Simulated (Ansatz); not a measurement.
Geometry optimisation, Ansatz, DFT PBEsol, scalar-relativistic, plane waves, PAW.

The input (input.yaml):

```yaml
crystal:
  lattice:
    - [0.0, 5.43, 5.43]
    - [5.43, 0.0, 5.43]
    - [5.43, 5.43, 0.0]
  atoms:
    - { symbol: Si, position: [0.0, 0.0, 0.0] }
    - { symbol: Si, position: [0.125, 0.125, 0.125] }
    - { symbol: Si, position: [0.0, 0.0, 0.5] }
    - { symbol: Si, position: [0.125, 0.125, 0.625] }
    - { symbol: Si, position: [0.0, 0.5, 0.0] }
    - { symbol: Si, position: [0.125, 0.625, 0.125] }
    - { symbol: Si, position: [0.0, 0.5, 0.5] }
    - { symbol: Si, position: [0.125, 0.625, 0.625] }
    - { symbol: Si, position: [0.5, 0.0, 0.0] }
    - { symbol: Si, position: [0.625, 0.125, 0.125] }
    - { symbol: Si, position: [0.5, 0.0, 0.5] }
    - { symbol: Si, position: [0.625, 0.125, 0.625] }
    - { symbol: Si, position: [0.5, 0.5, 0.0] }
    - { symbol: Si, position: [0.625, 0.625, 0.125] }
    - { symbol: Si, position: [0.5, 0.5, 0.5] }
    - { symbol: Si, position: [0.625, 0.625, 0.625] }
    - { symbol: Si, position: [0.55833565, 0.30999121, 0.31244123] }
basis:
  ecutwfc: 420.0
kpoints:
  mp_grid: { grid: [2, 2, 2] }
hamiltonian:
  xc: pbesol
  pseudopotentials: { kind: paw, azcp: { folder: soft_1 } }
scf:
  occupations: { method: gaussian, width: 0.05 }
  lower_state_search: "off"
relax:
  f_tol: 0.03
  max_steps: 60
  adjacent_minimum: "off"
```

Command:

```bash
$ ansatz run input.yaml --threads 1 --pin off --max-ram 3072MiB --backend cpu --events-out ev --progress --plain --runs-dir out
```

Where does it end, and by what steps?

The run converged. The force dipped under the threshold on the way, but the program's further checks kept it going. Limits of this set-up: coarse k mesh, PAW files made for another functional. After 7 steps the energy has fallen by 0.991 eV; Si7 moved furthest, 0.48 Å.

```json
{"step": "0", "energy less start (eV)": "0.0000", "largest force component (eV/Å)": "2.413", "accepted": "yes"}
{"step": "1", "energy less start (eV)": "-0.7109", "largest force component (eV/Å)": "1.038", "accepted": "yes"}
{"step": "2", "energy less start (eV)": "-0.9641", "largest force component (eV/Å)": "0.131", "accepted": "yes"}
{"step": "3", "energy less start (eV)": "-0.9826", "largest force component (eV/Å)": "0.082", "accepted": "yes"}
{"step": "4", "energy less start (eV)": "-0.9866", "largest force component (eV/Å)": "0.027", "accepted": "yes"}
{"step": "5", "energy less start (eV)": "-0.9881", "largest force component (eV/Å)": "0.026", "accepted": "yes"}
{"step": "6", "energy less start (eV)": "-0.9893", "largest force component (eV/Å)": "0.025", "accepted": "yes"}
{"step": "7", "energy less start (eV)": "-0.9910", "largest force component (eV/Å)": "0.024", "accepted": "yes"}
```

```xyz
17
Lattice="0.0000 5.4300 5.4300 5.4300 0.0000 5.4300 5.4300 5.4300 0.0000" Properties=species:S:1:pos:R:3
Si -0.009 -0.075 -0.075
Si 1.566 1.147 1.146
Si 2.788 2.721 -0.075
Si 3.995 4.148 1.315
Si 2.788 -0.075 2.721
Si 3.995 1.316 4.147
Si 5.152 2.992 2.991
Si 6.828 4.148 4.147
Si 0.196 2.516 2.515
Si 1.279 3.982 3.981
Si 2.607 5.534 2.584
Si 4.160 6.863 3.980
Si 2.606 2.584 5.533
Si 4.160 3.981 6.863
Si 5.558 5.535 5.534
Si 6.537 7.035 7.034
Si 3.471 4.674 4.674
```

The run took 38 s on 1 thread of Arm Neoverse V2 (shared host), peak memory 0.5 GiB.
